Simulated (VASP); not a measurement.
# AlAs: relaxation of cell and atoms with PBEsol

The system is AlAs.

```
Al As
1.0
     0.00000    2.84090    2.84090
     2.84090    0.00000    2.84090
     2.84090    2.84090    0.00000
Al As
1 1
Direct
  0.00000 0.00000 0.00000
  0.25000 0.25000 0.25000
```

The cell was built by a generator and needn't be a form met in nature.

```json
{
 "Program": "VASP 6.6.1",
 "Task": "relaxation of cell and atoms",
 "Functional": "PBEsol",
 "Potentials or basis": "VASP PAW PBE potentials, release 64 (Al, As)",
 "Cutoff": "600 eV",
 "k mesh": "10 × 10 × 10",
 "Occupations": "gaussian, width 0.03 eV",
 "Spin": "no spin polarisation",
 "Further INCAR settings": "ALGO = Normal; EDIFF = 1e-07; IBRION = 2; EDIFFG = -0.005; NSW = 90; ISIF = 3"
}
```

```json
{
  "Pressure after relaxing": "0.0 GPa",
  "Band gap on the k mesh": "1.34 eV, indirect (least direct gap 1.89 eV)"
}
```

Final structure:
```
CELL_PARAMETERS angstrom
0.00000 2.84090 2.84090
2.84090 0.00000 2.84090
2.84090 2.84090 0.00000
ATOMIC_POSITIONS crystal
Al 0.00000 0.00000 0.00000
As 0.25000 0.25000 0.25000
```

Levels at points of the mesh, in eV from the valence-band top:
```csv
k point,band 2,band 3,band 4,band 5,band 6,band 7
"(0.00, 0.00, 0.00)",0.00,0.00,0.00,1.89,4.25,4.25
"(0.50, 0.00, 0.00)",-5.55,-0.82,-0.82,2.04,4.62,4.62
"(0.50, 0.50, 0.00)",-5.40,-2.16,-2.16,1.34,2.22,10.20
```

Wall time 11 s on 2 MPI ranks on Intel(R) Xeon(R) Platinum 8488C (Sapphire Rapids), with other jobs on the host, peak memory 0.18 GiB a rank.

Caveat: the relaxation stopped at its first step, so nothing moved; the PAW data sets were made with another functional, which shifts forces and pressure a little. A k mesh can miss the band edges.
